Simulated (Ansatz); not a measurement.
GaP under changes of volume

One of the cells (21.026 Å³/atom); the others are scaled copies at fixed shape and fractional positions:

```xyz
4
Lattice="1.9430 1.1218 6.4308 -1.9430 1.1218 6.4308 0.0000 -2.2436 6.4308" Properties=species:S:1:pos:R:3 pbc="T T T"
Ga    0.0000    0.0000   10.8930
Ga    0.0000    0.0000    8.3994
P     0.0000    0.0000   18.1853
P     0.0000    0.0000    1.1072
```

Measurements of this composition are mostly on another form, of space group No. 216.

| Quantity | Value |
| --- | --- |
| Program | Ansatz 0.2.0 |
| Functional | PBEsol |
| Potentials or basis | Ansatz PAW |
| Cutoff | 420 eV (not typed: the program's choice for these potentials) |
| k mesh | 8 × 8 × 8 |
| Occupations | fermi-dirac, width 0.05 eV |
| Spin | no spin polarisation |

```csv
volume (Å³/atom),energy over the lowest point (meV/atom),pressure (GPa),gap on the mesh (eV),largest force (eV/Å)
19.764,?,?,?,?
20.185,0.00,0.2,0.73,0.215
20.605,1.69,-1.4,0.73,0.156
21.026,7.29,-2.8,0.73,0.100
21.446,16.37,-4.1,0.72,0.049
21.867,28.55,-5.2,0.71,0.009
22.287,43.50,-6.2,0.69,0.042
```

Q: What does the run at 19.764 Å³/atom give?

A: Energy over the lowest point 2.70 meV/atom; pressure 1.9 GPa; gap on the mesh 0.72 eV; largest force 0.280 eV/Å.

Worked out: A Birch-Murnaghan fit of order 3 (a polynomial in V^(-2/3)) to the other rows has its minimum at 20.22 Å³/atom with B0 = V·E''(V) = 79 GPa and B' = 4.5 at fixed shape and positions, which overstates the stiffness. It gives 2.68 meV/atom at 19.764 Å³/atom, against the run's 2.70, and -dE/dV = 1.9 GPa, against 1.9. A parabola through the other rows of the gap, of slope 0.538 eV per unit of ln V there, extrapolates to 0.72 eV, against the run's 0.72.

Energies are extrapolated to zero smearing.

Caveats: the PAW data sets come from PBE, with cores solved anew for the run's functional, which leaves a small shift of forces and pressure.

A mesh can miss the band edges. Spin-orbit coupling on Ga is left out.
